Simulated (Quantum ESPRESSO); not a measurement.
# C (Fd-3m) in Quantum ESPRESSO: notebook

Aim: see how the results for C move with the level of theory and the settings. Levels: PBEsol, PBE. Tasks: dielectric tensor, phonons.

Everything below comes from runs of Quantum ESPRESSO 7.5. Logs are shortened: lines on timing, memory, paths and dates and some standing lists are left out, and cuts for length are marked.

## 1. The structure

It takes space group Fd-3m (No. 227, cubic). Conventional cell: a = 3.567 Å, b = 3.567 Å, c = 3.567 Å, α = 90.00°, β = 90.00°, γ = 90.00°. Around C (site symmetry -43m) lie 4 C at 1.54 Å.

This isn't the form of C at room conditions, which is graphite.

## 2. Dielectric tensor, PBEsol

pw.in reads:

```
&CONTROL
  calculation = 'scf'
  prefix = 'pwscf'
  outdir = './tmp'
  pseudo_dir = './pseudo'
  tprnfor = .true.
  tstress = .true.
  disk_io = 'low'
/
&SYSTEM
  ibrav = 0
  nat = 2
  ntyp = 1
  ecutwfc = 82
  nbnd = 9
  occupations = 'smearing'
  smearing = 'fd'
  degauss = 0.00367493
/
&ELECTRONS
  conv_thr = 4d-10
  electron_maxstep = 120
  mixing_beta = 0.5
/
ATOMIC_SPECIES
C     12.0110 C.upf
CELL_PARAMETERS angstrom
   0.0000000000    1.7833700000    1.7833700000
   1.7833700000    0.0000000000    1.7833700000
   1.7833700000    1.7833700000    0.0000000000
ATOMIC_POSITIONS angstrom
C      2.6750550000    2.6750550000    2.6750550000
C      1.7833700000    1.7833700000    1.7833700000
K_POINTS automatic
16 16 16 0 0 0
```

scf2.in reads:

```
&CONTROL
  calculation = 'scf'
  prefix = 'pwscf'
  outdir = './tmp'
  pseudo_dir = './pseudo'
  tprnfor = .true.
  tstress = .true.
  disk_io = 'low'
/
&SYSTEM
  ibrav = 0
  nat = 2
  ntyp = 1
  ecutwfc = 82
  nbnd = 9
  occupations = 'fixed'
/
&ELECTRONS
  conv_thr = 1d-13
  electron_maxstep = 120
  mixing_beta = 0.5
  startingpot = 'file'
  startingwfc = 'file'
/
ATOMIC_SPECIES
C     12.0110 C.upf
CELL_PARAMETERS angstrom
   0.0000000000    1.7833700000    1.7833700000
   1.7833700000    0.0000000000    1.7833700000
   1.7833700000    1.7833700000    0.0000000000
ATOMIC_POSITIONS angstrom
C      2.6750550000    2.6750550000    2.6750550000
C      1.7833700000    1.7833700000    1.7833700000
K_POINTS automatic
16 16 16 0 0 0
```

ph.in reads:

```
dielectric of C
&INPUTPH
  prefix = 'pwscf'
  outdir = './tmp'
  tr2_ph = 1d-18
  fildyn = 'dyn'
  niter_ph = 90
  alpha_mix(1) = 0.7
  epsil = .true.
  trans = .false.
  zeu = .true.
/
0.0000000000 0.0000000000 0.0000000000
```

Potentials or basis: PseudoDojo 0.4.1 SR PBEsol standard.

Started as:

```
$ OMP_NUM_THREADS=1 pw.x -in pw.in > pw.out
$ OMP_NUM_THREADS=1 pw.x -in scf2.in > scf2.out
$ OMP_NUM_THREADS=1 ph.x -in ph.in > ph.out
```

pw.out:

```text
This program is part of the open-source Quantum ESPRESSO suite
     for quantum simulation of materials; please cite
[... 9 lines left out ...]
     --------------------
     sticks:   dense  smooth     PW     G-vecs:    dense   smooth      PW
     Sum         511     511    163                 7727     7727    1411

     Using Slab Decomposition

     bravais-lattice index     =            0
     lattice parameter (alat)  =       4.7660  a.u.
     unit-cell volume          =      76.5510 (a.u.)^3
     number of atoms/cell      =            2
     number of atomic types    =            1
     number of electrons       =         8.00
     number of Kohn-Sham states=            9
     kinetic-energy cutoff     =      82.0000  Ry
     charge density cutoff     =     328.0000  Ry
     scf convergence threshold =      4.0E-10
     mixing beta               =       0.5000
     number of iterations used =            8  plain     mixing
     Exchange-correlation= PBESOL
                           (   1   4  10   8   0   0   0)

     celldm(1)=   4.766014  celldm(2)=   0.000000  celldm(3)=   0.000000
     celldm(4)=   0.000000  celldm(5)=   0.000000  celldm(6)=   0.000000

     crystal axes: (cart. coord. in units of alat)
               a(1) = (   0.000000   0.707107   0.707107 )
               a(2) = (   0.707107   0.000000   0.707107 )
               a(3) = (   0.707107   0.707107   0.000000 )

     reciprocal axes: (cart. coord. in units 2 pi/alat)
               b(1) = ( -0.707107  0.707107  0.707107 )
               b(2) = (  0.707107 -0.707107  0.707107 )
               b(3) = (  0.707107  0.707107 -0.707107 )

     PseudoPot. # 1 for C  read from file:
     C.upf
     Pseudo is Norm-conserving + core correction, Zval =  4.0
     Generated using ONCVPSP code by D. R. Hamann
     Using radial grid of 1248 points,  4 beta functions with:
                l(1) =   0
                l(2) =   0
                l(3) =   1
                l(4) =   1

     atomic species   valence    mass     pseudopotential
     C                 4.00    12.01100     C ( 1.00)

     48 Sym. Ops., with inversion, found (24 have fractional translation)

   Cartesian axes

     site n.     atom                  positions (alat units)
         1        C      tau(   1) = (   1.0606602   1.0606602   1.0606602  )
         2        C      tau(   2) = (   0.7071068   0.7071068   0.7071068  )

     number of k points=   145  Fermi-Dirac smearing, width (Ry)=  0.0037

     Number of k-points >= 100: set verbosity='high' to print them.

     Dense  grid:     7727 G-vectors     FFT dimensions: (  32,  32,  32)

     Initial potential from superposition of free atoms

     starting charge       7.9999, renormalised to       8.0000
     Starting wfcs are    8 randomized atomic wfcs +    1 random wfcs

     Self-consistent Calculation

     iteration #  1     ecut=    82.00 Ry     beta= 0.50
     Davidson diagonalization with overlap
     ethr =  1.00E-02,  avg # of iterations =  4.6

     total energy              =     -24.01759991 Ry
     estimated scf accuracy    <       0.11560165 Ry

     iteration #  2     ecut=    82.00 Ry     beta= 0.50
     Davidson diagonalization with overlap
     ethr =  1.45E-03,  avg # of iterations =  1.1

     total energy              =     -24.01530790 Ry
     estimated scf accuracy    <       0.01583737 Ry

     iteration #  3     ecut=    82.00 Ry     beta= 0.50
     Davidson diagonalization with overlap
     ethr =  1.98E-04,  avg # of iterations =  2.3

     total energy              =     -24.01690905 Ry
     estimated scf accuracy    <       0.00016872 Ry

     iteration #  4     ecut=    82.00 Ry     beta= 0.50
     Davidson diagonalization with overlap
     ethr =  2.11E-06,  avg # of iterations =  5.7

     total energy              =     -24.01693272 Ry
     estimated scf accuracy    <       0.00000977 Ry

     iteration #  5     ecut=    82.00 Ry     beta= 0.50
     Davidson diagonalization with overlap
     ethr =  1.22E-07,  avg # of iterations =  2.0

     total energy              =     -24.01693446 Ry
     estimated scf accuracy    <       0.00000032 Ry

     iteration #  6     ecut=    82.00 Ry     beta= 0.50
     Davidson diagonalization with overlap
     ethr =  4.01E-09,  avg # of iterations =  1.6

     total energy              =     -24.01693419 Ry
     estimated scf accuracy    <       0.00000058 Ry

     iteration #  7     ecut=    82.00 Ry     beta= 0.50
     Davidson diagonalization with overlap
     ethr =  4.01E-09,  avg # of iterations =  1.9

     total energy              =     -24.01693423 Ry
     estimated scf accuracy    <       0.00000001 Ry

     iteration #  8     ecut=    82.00 Ry     beta= 0.50
     Davidson diagonalization with overlap
     ethr =  1.27E-10,  avg # of iterations =  2.0

     total energy              =     -24.01693423 Ry
     estimated scf accuracy    <          1.7E-09 Ry

     iteration #  9     ecut=    82.00 Ry     beta= 0.50
     Davidson diagonalization with overlap
     ethr =  2.16E-11,  avg # of iterations =  2.0

     End of self-consistent calculation

     Number of k-points >= 100: set verbosity='high' to print the bands.

     the Fermi energy is    15.5422 ev

!    total energy              =     -24.01693423 Ry
     estimated scf accuracy    <          6.1E-11 Ry
     smearing contrib. (-TS)   =       0.00000000 Ry
     internal energy E=F+TS    =     -24.01693423 Ry

     The total energy is F=E-TS. E is the sum of the following terms:
     one-electron contribution =       8.27847966 Ry
     hartree contribution      =       1.89543211 Ry
     xc contribution           =      -8.61615750 Ry
     ewald contribution        =     -25.57468850 Ry

     convergence has been achieved in   9 iterations

     Forces acting on atoms (cartesian axes, Ry/au):

     atom    1 type  1   force =    -0.00000000   -0.00000000    0.00000000
     atom    2 type  1   force =     0.00000000    0.00000000   -0.00000000

     Total force =     0.000000     Total SCF correction =     0.000000

     Computing stress (Cartesian axis) and pressure

          total   stress  (Ry/bohr**3)                   (kbar)     P=      -33.40
  -0.00022703   0.00000000   0.00000000          -33.40        0.00        0.00
   0.00000000  -0.00022703  -0.00000000            0.00      -33.40       -0.00
  -0.00000000   0.00000000  -0.00022703           -0.00        0.00      -33.40

=------------------------------------------------------------------------------=
   JOB DONE.
=------------------------------------------------------------------------------=
```

scf2.out:

```text
This program is part of the open-source Quantum ESPRESSO suite
     for quantum simulation of materials; please cite
[... 9 lines left out ...]
     --------------------
     sticks:   dense  smooth     PW     G-vecs:    dense   smooth      PW
     Sum         511     511    163                 7727     7727    1411
[... 115 lines left out ...]
  -0.00022692  -0.00000000   0.00000000          -33.38       -0.00        0.00
  -0.00000000  -0.00022692   0.00000000           -0.00      -33.38        0.00
   0.00000000   0.00000000  -0.00022692            0.00        0.00      -33.38

=------------------------------------------------------------------------------=
   JOB DONE.
=------------------------------------------------------------------------------=
```

ph.out:

```text
This program is part of the open-source Quantum ESPRESSO suite
     for quantum simulation of materials; please cite
         "P. Giannozzi et al., J. Phys.:Condens. Matter 21 395502 (2009);
         "P. Giannozzi et al., J. Phys.:Condens. Matter 29 465901 (2017);
         "P. Giannozzi et al., J. Chem. Phys. 152 154105 (2020);
     in publications or presentations arising from this work. More details at

     IMPORTANT: XC functional enforced from input :
[... 141 lines left out ...]
      E*z (        0.00000       -0.00000       -0.00000 )

     INITIALIZATION:

     DIELECTRIC CONSTANT AND EFFECTIVE CHARGES:

      Additional routines

=------------------------------------------------------------------------------=
   JOB DONE.
=------------------------------------------------------------------------------=
```

Wall time 2.7 min (1 thread of Intel Xeon at 2.50GHz (Skylake/Cascade Lake), shared host); peak memory 0.06 GiB.

Results:

* Free energy: -326.7670 eV
* Pressure: -3.3 GPa
* Band gap on the k mesh: 4.05 eV, indirect (least direct gap 5.56 eV)
* Electronic dielectric tensor (diagonal): 5.81
* Born charges (mean of the diagonal): C +0.00 e

Levels at points of the mesh, in eV from the valence-band top:
```tsv
k point	band 2	band 3	band 4	band 5	band 6	band 7
(0.00, 0.00, 0.00)	0.00	0.00	0.00	5.56	5.56	5.56
(0.00, 0.00, -0.50)	-13.49	-2.83	-2.83	8.43	8.43	8.87
(0.00, -0.50, -0.50)	-12.80	-6.36	-6.36	4.65	4.65	16.79
```

Electronic dielectric tensor:
```
5.81 0.00 0.00
0.00 5.81 0.00
0.00 0.00 5.81
```

Born effective charge tensors (e):
atom 1, C
```
0.00 0.00 0.00
0.00 0.00 0.00
0.00 0.00 0.00
```
atom 2, C
```
0.00 0.00 0.00
0.00 0.00 0.00
0.00 0.00 0.00
```

Caveat: the cell is more than 3 GPa from zero pressure, which shifts response properties; on a mesh that holds Γ this program's dielectric tensor can be off by some percent beyond the error of the mesh.

(Part 1 of 3 ends here.)
